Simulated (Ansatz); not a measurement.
## TiAl2: how the plane-wave cutoff moves the results

These are results of Ansatz, DFT PBEsol, scalar-relativistic, plane waves, PAW, not measurements.

```
Ti Al
1.0
     1.97955   -6.04720    0.00000
     1.97955    6.04720    0.00000
     0.00000    0.00000    4.03150
Ti Al
2 4
Direct
  0.64900 0.35100 0.00000
  0.35100 0.64900 0.00000
  0.00000 0.00000 0.00000
  0.82400 0.17600 0.50000
  0.17600 0.82400 0.50000
  0.50000 0.50000 0.50000
```

```json
{
 "Γ-centred k-mesh": "10×10×10",
 "occupation rule": "Gaussian smearing, 0.1 eV",
 "spin treatment": "unpolarised",
 "valence charge of the PAW sets": "Ti 12, Al 3"
}
```

The atoms stay fixed while the plane-wave cutoff is varied. ΔE is the energy extrapolated to zero smearing, less that of the reference run (850 eV). The cell isn't necessarily relaxed at this level. Pressure is positive in compression and holds a correction for the finite cutoff (Pulay stress).

Times are rough; the reference took 40 s on 1 thread of Intel(R) Xeon(R) Platinum 8488C (Sapphire Rapids) (shared host), peak memory 1.2 GiB.

(1) One run gave ΔE = 0.75 meV/atom and P = -2.81 GPa. Which plane-wave cutoff did it use, of 150, 200, 250, 300, 350, 380, 420, 460, 520, 600, 700?

## Answers

(1) 420 eV. All runs:

```csv
cutoff (eV),ΔE (meV/atom),P (GPa),largest change of a force component (eV/Å),plane waves at Γ,wall time (s)
150,8211,-3.20,0.467,407,6.2
200,2051,-4.95,0.251,637,7.6
250,430,-0.49,0.157,853,9.3
300,65.2,-2.65,0.014,1139,11
350,9.05,-2.83,0.006,1449,14
380,2.69,-2.81,0.002,1605,16
420,0.75,-2.81,0.000,1899,23
460,0.47,-2.81,0.000,2145,26
520,0.33,-2.81,0.000,2611,22
600,0.20,-2.81,0.000,3207,27
700,0.10,-2.81,0.000,4071,41
850,0.00,-2.81,0.000,5451,40
```